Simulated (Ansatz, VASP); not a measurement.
# Two plane-wave programs on Mo

```xyz
1
Lattice="0.0000 2.0010 2.0010 2.0010 0.0000 2.0010 2.0010 2.0010 0.0000" Properties=species:S:1:pos:R:3 pbc="T T T"
Mo    0.0000    0.0000    0.0000
```

This isn't the form of Mo at room conditions, which is bcc.

Alike in both runs: task single point; functional PBE; k mesh 18 × 18 × 18; occupations gaussian, width 0.1 eV; no spin polarisation.

|  | VASP | Ansatz |
| --- | --- | --- |
| version | VASP 6.6.1 | Ansatz 0.2.0 |
| potentials or method | VASP PAW PBE potentials, release 64 (Mo_sv) | scalar-relativistic, plane waves, PAW |
| plane-wave cutoff (eV) | 520 | 420 |
| valence electrons in the cell | 14 | 14 |

```tsv
	VASP	Ansatz	Ansatz less VASP
gap on the k mesh at the Fermi level (eV)	none	none	-
pressure (GPa)	0.5	0.0	-0.47
```

A gap of «none» marks a metal or a gap that the smearing closes.
